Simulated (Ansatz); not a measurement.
As (puckered monolayer), relaxed with r2SCAN: 5 runs in Ansatz, each a calculation of independent-particle optics. In-plane lattice: a = 4.807 Å, b = 3.634 Å, γ = 90.0°; thickness between the outer nuclei 2.36 Å. As is surrounded by 3 As at 2.47 Å. Spin-unpolarised throughout. Whether this structure exists isn't addressed.

```xyz
4
Lattice="4.8073 0.0000 0.0000 0.0000 3.6339 0.0000 0.0000 0.0000 28.2704" Properties=species:S:1:pos:R:3 pbc="T T F"
As    0.3655    0.0000   10.6786
As    2.0381    1.8169   10.6786
As    2.7692    1.8169    8.3214
As    4.4418    0.0000    8.3214
```
Two periodic directions, a and b.

On meshes this coarse, single peaks can be features of the mesh. No local fields, no excitons; the zone sum runs over the cells of the mesh, and ε∞ includes the bands left out of the spectrum. Up to four peaks are listed, those above 15 % of the tallest and inside the complete range; the four can differ from row to row. Rows marked drawn have settings drawn at random (some not listed).

| functional | k mesh | broadening (eV) | scissors (eV) | range (eV) | settings | direct gap on the mesh before scissors (eV) | ε∞ xx | ε∞ yy | ε∞ zz | complete up to (eV) | tallest peaks of mean ε₂ (eV) |
| --- | --- | --- | --- | --- | --- | --- | --- | --- | --- | --- | --- |
| PBE | 4×6×1 | 0.1 | 0.00 | 0–12 | chosen | 0.92 | 4.62 | 3.99 | 2.36 | 12.0 | 1.25 3.10 3.75 4.75 |
| r2SCAN | 4×6×1 | 0.1 | 0.00 | 0–12 | chosen | 1.14 | 3.87 | 3.53 | 2.23 | 12.0 | 3.40 4.15 4.50 5.20 |
| PBE | 4×6×1 | 0.1 | 0.59 (to HSE06) | 0–12 | chosen | 0.92 | 3.88 | 3.55 | 2.23 | 12.0 | 1.85 3.70 4.35 5.35 |
| PBE | 4×6×1 | 0.15 | 0.00 | 0.5–30 | drawn | 0.92 | 4.72 | 4.02 | 2.37 | 30.0 | 1.35 3.15 3.70 |

Task: Estimate from these rows what the further settings give.
```csv
functional,k mesh,broadening (eV),scissors (eV),range (eV),settings
r2SCAN,4×4×1,0.05,0.60,0.5–20,drawn
```

Result:

| functional | k mesh | broadening (eV) | scissors (eV) | range (eV) | settings | direct gap on the mesh before scissors (eV) | ε∞ xx | ε∞ yy | ε∞ zz | complete up to (eV) | tallest peaks of mean ε₂ (eV) |
| --- | --- | --- | --- | --- | --- | --- | --- | --- | --- | --- | --- |
| r2SCAN | 4×4×1 | 0.05 | 0.60 | 0.5–20 | drawn | 1.14 | 3.37 | 3.19 | 2.12 | 20.0 | 2.20 4.00 4.70 5.80 |

A sheet's ε refers to the whole height of the cell: ε − 1 falls as one over that height, zz lacks the depolarisation, and means are over the plane.

The runs are scalar-relativistic, without spin-orbit coupling.
